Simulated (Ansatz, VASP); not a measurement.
**One calculation of MgH, two programs**

```xyz
4
Lattice="3.5371 0.0000 0.0000 -1.7685 3.0632 0.0000 0.0000 0.0000 4.6801" Properties=species:S:1:pos:R:3 pbc="T T T"
Mg    0.0000    2.0421    1.1700
Mg    1.7685    1.0211    3.5100
H     0.0000    2.0421    3.5100
H     1.7685    1.0211    1.1700
```

Alike in both runs: functional PBE; k mesh 12 × 12 × 8; occupations gaussian, width 0.1 eV; no spin polarisation.

Ansatz relaxed the structure, and its values are those at the end. VASP's run is a single point on that final structure, the one shown.

|  | VASP | Ansatz |
| --- | --- | --- |
| version | VASP 6.6.1 | Ansatz 0.2.0 |
| potentials or method | VASP PAW PBE potentials, release 64 (Mg, H) | scalar-relativistic, plane waves, PAW |
| plane-wave cutoff (eV) | 520 | 420 |
| valence electrons in the cell | 6 | 22 |

|  | VASP | Ansatz | Ansatz less VASP |
| --- | --- | --- | --- |
| gap on the k mesh at the Fermi level (eV) | none | none | - |
| pressure (GPa) | -0.3 | -0.1 | +0.24 |

A gap of «none» marks a metal or a gap that the smearing closes. The two sets of potentials don't hold the same shells in valence.
